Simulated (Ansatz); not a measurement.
Bands of WS₂

```
W S
1.0
     0.00000    2.93719    2.93719
     2.93719    0.00000    2.93719
     2.93719    2.93719    0.00000
W S
1 2
Direct
  0.00000 0.00000 0.00000
  0.25000 0.25000 0.25000
  0.75000 0.75000 0.75000
```

Atom numbers follow the list: W1, S2, S3.

The structure comes from a relaxation in the same program, started in the fluorite type, and has space group Fm-3m. Whether it is a known phase or the ground state wasn't checked.

Spin–orbit coupling is left out, though it moves levels of the heavy atoms by tenths of an eV or more.

Method: DFT, PBE, all-electron LAPW, scalar-relativistic (Ansatz 0.2.0).

Settings: a Γ-centred 11×11×11 k mesh, Fermi–Dirac smearing of 0.08 eV, basis error target 1 meV/atom, no spin polarisation.

Points in fractions of the reciprocal vectors of this cell: Γ (0, 0, 0), X (0.5, 0, 0.5), U (0.625, 0.25, 0.625), K (0.375, 0.375, 0.75), L (0.5, 0.5, 0.5), W (0.5, 0.25, 0.75). The path joins them by straight lines in the order Γ–X–U–K–Γ–L–W–X; legs that retrace an earlier one aren't tabulated. Energies are in eV from the Fermi level.

(1) List the levels at W between -8 and 4.5 eV.

(2) List the levels at U between -8 and 4.5 eV.

(3) List the levels at X between -8 and 4.5 eV.

(4) What is the band gap?

## Answers

(1) -7.33, -6.69, -4.05 (×2), -2.64, -0.17, 0.33, 0.48, 2.31 (×2), 4.18.

(2) -7.53, -5.81, -5.16, -3.48, -2.52, -0.33, -0.05, 0.36, 2.17, 3.23, 3.55.

(3) -5.40 (×2), -2.71 (×2), -1.25, 0.25, 0.69, 2.13, 3.64 (×2).

(4) none: bands cross the Fermi level, a metal.
